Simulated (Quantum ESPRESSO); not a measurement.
# Sn (Immm) in Quantum ESPRESSO: equation of state

How stiff is Sn in PBE, and what volume does it want? The cell is scaled to several volumes.

All numbers are computed with Quantum ESPRESSO 7.5; they aren't measurements. Logs are shortened: lines on timing, memory, paths and dates and some standing lists are left out, and cuts for length are marked.

## Step 1: The structure

Symmetry: Immm, No. 71, orthorhombic system. Conventional cell: a = 3.453 Å, b = 3.551 Å, c = 4.677 Å, α = 90.00°, β = 90.00°, γ = 90.00°. Sn (site symmetry mmm) has 12 Sn at 3.41 to 3.55 Å as nearest neighbours.

This isn't the form of Sn at room conditions, which is tetragonal (white tin).

## Step 2: Single point, PBE, 26.95 Å³/atom

The input, pw.in:

```
&CONTROL
  calculation = 'scf'
  prefix = 'pwscf'
  outdir = './tmp'
  pseudo_dir = './pseudo'
  tprnfor = .true.
  tstress = .true.
  disk_io = 'nowf'
/
&SYSTEM
  ibrav = 0
  nat = 1
  ntyp = 1
  ecutwfc = 60
  ecutrho = 480
  nbnd = 13
  occupations = 'smearing'
  smearing = 'fd'
  degauss = 0.00367493
/
&ELECTRONS
  conv_thr = 2d-10
  electron_maxstep = 120
  mixing_beta = 0.5
/
ATOMIC_SPECIES
Sn   118.7100 Sn_pbe_v1.uspp.F.UPF
CELL_PARAMETERS angstrom
  -1.6912936206    1.7393011766    2.2906073406
   1.6912936206   -1.7393011766    2.2906073406
   1.6912936206    1.7393011766   -2.2906073406
ATOMIC_POSITIONS crystal
Sn     0.0000000000    0.0000000000    0.0000000000
K_POINTS automatic
11 11 11 0 0 0
```

Potentials or basis: SSSP 1.3 efficiency PBE.

Command:

```sh
> OMP_NUM_THREADS=1 pw.x -in pw.in > pw.out
```

pw.out:

```text
This program is part of the open-source Quantum ESPRESSO suite
     for quantum simulation of materials; please cite
[... 9 lines left out ...]
     --------------------
     sticks:   dense  smooth     PW     G-vecs:    dense   smooth      PW
     Sum        1501     759    241                32219    11455    2077

     Using Slab Decomposition

     bravais-lattice index     =            0
     lattice parameter (alat)  =       6.3052  a.u.
     unit-cell volume          =     181.8867 (a.u.)^3
     number of atoms/cell      =            1
     number of atomic types    =            1
     number of electrons       =        14.00
     number of Kohn-Sham states=           13
     kinetic-energy cutoff     =      60.0000  Ry
     charge density cutoff     =     480.0000  Ry
     scf convergence threshold =      2.0E-10
     mixing beta               =       0.5000
     number of iterations used =            8  plain     mixing
     Exchange-correlation= SLA  PW   PBE  PBE
                           (   1   4   3   4   0   0   0)

     celldm(1)=   6.305154  celldm(2)=   0.000000  celldm(3)=   0.000000
     celldm(4)=   0.000000  celldm(5)=   0.000000  celldm(6)=   0.000000

     crystal axes: (cart. coord. in units of alat)
               a(1) = (  -0.506900   0.521288   0.686521 )
               a(2) = (   0.506900  -0.521288   0.686521 )
               a(3) = (   0.506900   0.521288  -0.686521 )

     reciprocal axes: (cart. coord. in units 2 pi/alat)
               b(1) = (  0.000000  0.959162  0.728310 )
               b(2) = (  0.986388  0.000000  0.728310 )
               b(3) = (  0.986388  0.959162  0.000000 )

     PseudoPot. # 1 for Sn read from file:
     Sn_pbe_v1.uspp.F.UPF
     Pseudo is Ultrasoft + core correction, Zval = 14.0
     Generated by new atomic code, or converted to UPF format
     Using radial grid of  891 points,  6 beta functions with:
                l(1) =   0
                l(2) =   0
                l(3) =   1
                l(4) =   1
                l(5) =   2
                l(6) =   2
     Q(r) pseudized with  6 coefficients,  rinner =    1.200   1.200   1.200
                                                       1.200   1.200

     atomic species   valence    mass     pseudopotential
     Sn               14.00   118.71000     Sn( 1.00)

      8 Sym. Ops., with inversion, found

   Cartesian axes

     site n.     atom                  positions (alat units)
         1        Sn     tau(   1) = (   0.0000000   0.0000000   0.0000000  )

     number of k points=   216  Fermi-Dirac smearing, width (Ry)=  0.0037

     Number of k-points >= 100: set verbosity='high' to print them.

     Dense  grid:    32219 G-vectors     FFT dimensions: (  45,  45,  45)

     Smooth grid:    11455 G-vectors     FFT dimensions: (  32,  32,  32)

     Initial potential from superposition of free atoms

     starting charge      13.0000, renormalised to      14.0000
     Starting wfcs are    9 randomized atomic wfcs +    4 random wfcs

     Self-consistent Calculation

     iteration #  1     ecut=    60.00 Ry     beta= 0.50
     Davidson diagonalization with overlap
     ethr =  1.00E-02,  avg # of iterations =  5.8

     total energy              =    -163.00109857 Ry
     estimated scf accuracy    <       1.07514666 Ry

     iteration #  2     ecut=    60.00 Ry     beta= 0.50
     Davidson diagonalization with overlap
     ethr =  7.68E-03,  avg # of iterations =  2.0

     total energy              =    -163.23597185 Ry
     estimated scf accuracy    <       0.00944962 Ry

     iteration #  3     ecut=    60.00 Ry     beta= 0.50
     Davidson diagonalization with overlap
     c_bands:  1 eigenvalues not converged
     ethr =  6.75E-05,  avg # of iterations =  4.1

     total energy              =    -163.23679334 Ry
     estimated scf accuracy    <       0.00172525 Ry

     iteration #  4     ecut=    60.00 Ry     beta= 0.50
     Davidson diagonalization with overlap
     ethr =  1.23E-05,  avg # of iterations =  2.0

     total energy              =    -163.23687560 Ry
     estimated scf accuracy    <       0.00002481 Ry

     iteration #  5     ecut=    60.00 Ry     beta= 0.50
     Davidson diagonalization with overlap
     ethr =  1.77E-07,  avg # of iterations =  4.0

     total energy              =    -163.23688917 Ry
     estimated scf accuracy    <       0.00000350 Ry

     iteration #  6     ecut=    60.00 Ry     beta= 0.50
     Davidson diagonalization with overlap
     ethr =  2.50E-08,  avg # of iterations =  2.0

     total energy              =    -163.23688973 Ry
     estimated scf accuracy    <       0.00000004 Ry

     iteration #  7     ecut=    60.00 Ry     beta= 0.50
     Davidson diagonalization with overlap
     ethr =  2.83E-10,  avg # of iterations =  2.1

     total energy              =    -163.23688976 Ry
     estimated scf accuracy    <          3.9E-09 Ry

     iteration #  8     ecut=    60.00 Ry     beta= 0.50
     Davidson diagonalization with overlap
     ethr =  2.82E-11,  avg # of iterations =  1.5

     total energy              =    -163.23688976 Ry
     estimated scf accuracy    <          7.3E-10 Ry

     iteration #  9     ecut=    60.00 Ry     beta= 0.50
     Davidson diagonalization with overlap
     ethr =  5.22E-12,  avg # of iterations =  2.0

     End of self-consistent calculation

     Number of k-points >= 100: set verbosity='high' to print the bands.

     the Fermi energy is    11.0599 ev

!    total energy              =    -163.23688976 Ry
     estimated scf accuracy    <          9.3E-12 Ry
     smearing contrib. (-TS)   =      -0.00028718 Ry
     internal energy E=F+TS    =    -163.23660258 Ry

     The total energy is F=E-TS. E is the sum of the following terms:
     one-electron contribution =     -52.49549258 Ry
     hartree contribution      =      36.73619882 Ry
     xc contribution           =     -47.57305235 Ry
     ewald contribution        =     -99.90425648 Ry

     convergence has been achieved in   9 iterations

     Forces acting on atoms (cartesian axes, Ry/au):

     atom    1 type  1   force =     0.00000000    0.00000000    0.00000000

     Total force =     0.000000     Total SCF correction =     0.000000

     Computing stress (Cartesian axis) and pressure

          total   stress  (Ry/bohr**3)                   (kbar)     P=       21.39
   0.00019948  -0.00000000  -0.00000000           29.34       -0.00       -0.00
  -0.00000000   0.00007031  -0.00000000           -0.00       10.34       -0.00
  -0.00000000   0.00000000   0.00016653           -0.00        0.00       24.50

=------------------------------------------------------------------------------=
   JOB DONE.
=------------------------------------------------------------------------------=
```

Run time: 68 s. Hardware: 1 thread of Arm Neoverse N1, shared host; peak memory 0.2 GiB.

Results:

* Free energy: -2220.9510 eV
* Pressure: 2.1 GPa
* Band gap on the k mesh: none (metal or under the smearing width)

## Step 3: Single point, PBE, 27.53 Å³/atom

pw.in: that of step 2 with these lines changed.

```diff
@@ -28,5 +28,5 @@
 CELL_PARAMETERS angstrom
-  -1.6912936206    1.7393011766    2.2906073406
-   1.6912936206   -1.7393011766    2.2906073406
-   1.6912936206    1.7393011766   -2.2906073406
+  -1.7032045314    1.7515501800    2.3067389097
+   1.7032045314   -1.7515501800    2.3067389097
+   1.7032045314    1.7515501800   -2.3067389097
 ATOMIC_POSITIONS crystal
```

Potentials or basis: SSSP 1.3 efficiency PBE.

Command:

```sh
> OMP_NUM_THREADS=1 pw.x -in pw.in > pw.out
```

Run time: 69 s. Hardware: 1 thread of Arm Neoverse N1, shared host; peak memory 0.2 GiB.

Results (log left out):

```yaml
Free_energy: -2220.9566 eV
Pressure: 1.0 GPa
Band_gap_on_the_k_mesh: none (metal or under the smearing width)
```

## Step 4: Single point, PBE, 28.10 Å³/atom

pw.in: that of step 3 with these lines changed.

```diff
@@ -28,5 +28,5 @@
 CELL_PARAMETERS angstrom
-  -1.7032045314    1.7515501800    2.3067389097
-   1.7032045314   -1.7515501800    2.3067389097
-   1.7032045314    1.7515501800   -2.3067389097
+  -1.7149511408    1.7636302181    2.3226479567
+   1.7149511408   -1.7636302181    2.3226479567
+   1.7149511408    1.7636302181   -2.3226479567
 ATOMIC_POSITIONS crystal
```

Command:

```sh
> OMP_NUM_THREADS=1 pw.x -in pw.in > pw.out
```

Run time: 70 s. Hardware: 1 thread of Arm Neoverse N1, shared host; peak memory 0.21 GiB.

It converged, with:

```
Free energy            : -2220.9583 eV
Pressure               : -0.1 GPa
Band gap on the k mesh : none (metal or under the smearing width)
```

## Step 5: Single point, PBE, 28.67 Å³/atom

pw.in: that of step 4 with these lines changed.

```diff
@@ -28,5 +28,5 @@
 CELL_PARAMETERS angstrom
-  -1.7149511408    1.7636302181    2.3226479567
-   1.7149511408   -1.7636302181    2.3226479567
-   1.7149511408    1.7636302181   -2.3226479567
+  -1.7265390000    1.7755470000    2.3383420000
+   1.7265390000   -1.7755470000    2.3383420000
+   1.7265390000    1.7755470000   -2.3383420000
 ATOMIC_POSITIONS crystal
```

Command:

```sh
> OMP_NUM_THREADS=1 pw.x -in pw.in > pw.out
```

It took 70 s on 1 thread of Arm Neoverse N1, shared host; peak memory 0.21 GiB.

The run converged. Its results:

- Free energy: -2220.9564 eV
- Pressure: -1.0 GPa
- Band gap on the k mesh: none (metal or under the smearing width)

## Step 6: Single point, PBE, 29.25 Å³/atom

pw.in: that of step 5 with these lines changed.

```diff
@@ -28,5 +28,5 @@
 CELL_PARAMETERS angstrom
-  -1.7265390000    1.7755470000    2.3383420000
-   1.7265390000   -1.7755470000    2.3383420000
-   1.7265390000    1.7755470000   -2.3383420000
+  -1.7379733663    1.7873059321    2.3538281599
+   1.7379733663   -1.7873059321    2.3538281599
+   1.7379733663    1.7873059321   -2.3538281599
 ATOMIC_POSITIONS crystal
```

Potentials or basis: SSSP 1.3 efficiency PBE.

Command:

```sh
> OMP_NUM_THREADS=1 pw.x -in pw.in > pw.out
```

Wall time 73 s (1 thread of Arm Neoverse N1, shared host); peak memory 0.21 GiB.

Results (log left out):

| Item | Value |
| --- | --- |
| Free energy | -2220.9514 eV |
| Pressure | -1.8 GPa |
| Band gap on the k mesh | none (metal or under the smearing width) |

## Step 7: Single point, PBE, 29.82 Å³/atom

pw.in: that of step 6 with these lines changed.

```diff
@@ -28,5 +28,5 @@
 CELL_PARAMETERS angstrom
-  -1.7379733663    1.7873059321    2.3538281599
-   1.7379733663   -1.7873059321    2.3538281599
-   1.7379733663    1.7873059321   -2.3538281599
+  -1.7492592239    1.7989121400    2.3691131866
+   1.7492592239   -1.7989121400    2.3691131866
+   1.7492592239    1.7989121400   -2.3691131866
 ATOMIC_POSITIONS crystal
```

Command:

```sh
> OMP_NUM_THREADS=1 pw.x -in pw.in > pw.out
```

Wall time 2.3 min (1 thread of Arm Neoverse N1, shared host); peak memory 0.22 GiB.

It converged, with:

```yaml
Free_energy: -2220.9436 eV
Pressure: -2.6 GPa
Band_gap_on_the_k_mesh: none (metal or under the smearing width)
```

## Step 8: Single point, PBE, 30.39 Å³/atom

pw.in: that of step 7 with these lines changed.

```diff
@@ -28,5 +28,5 @@
 CELL_PARAMETERS angstrom
-  -1.7492592239    1.7989121400    2.3691131866
-   1.7492592239   -1.7989121400    2.3691131866
-   1.7492592239    1.7989121400   -2.3691131866
+  -1.7604013028    1.8103704880    2.3842034864
+   1.7604013028   -1.8103704880    2.3842034864
+   1.7604013028    1.8103704880   -2.3842034864
 ATOMIC_POSITIONS crystal
```

Command:

```sh
> OMP_NUM_THREADS=1 pw.x -in pw.in > pw.out
```

It took 2.3 min on 1 thread of Arm Neoverse N1, shared host; peak memory 0.22 GiB.

The run converged. Its results:

```
Free energy            : -2220.9333 eV
Pressure               : -3.2 GPa
Band gap on the k mesh : none (metal or under the smearing width)
```

## Step 9: Equation of state, PBE

Potentials or basis: SSSP 1.3 efficiency PBE.

No new run: the results of the series are fitted here.

What came out:

```
Equilibrium volume                        : 28.07 Å³/atom
Bulk modulus at fixed shape and positions : 48 GPa
Pressure derivative of the bulk modulus   : 4.7
```

Energy against volume, from the lowest point:
```tsv
volume (Å³/atom)	energy (meV/atom)
26.953	7.24
27.526	1.64
28.100	0.00
28.673	1.88
29.247	6.91
29.820	14.71
30.394	24.99
```

Caveat: the cell was scaled at fixed shape and fractional positions, which overstates the stiffness of a crystal with free parameters, most of all of layers and chains.
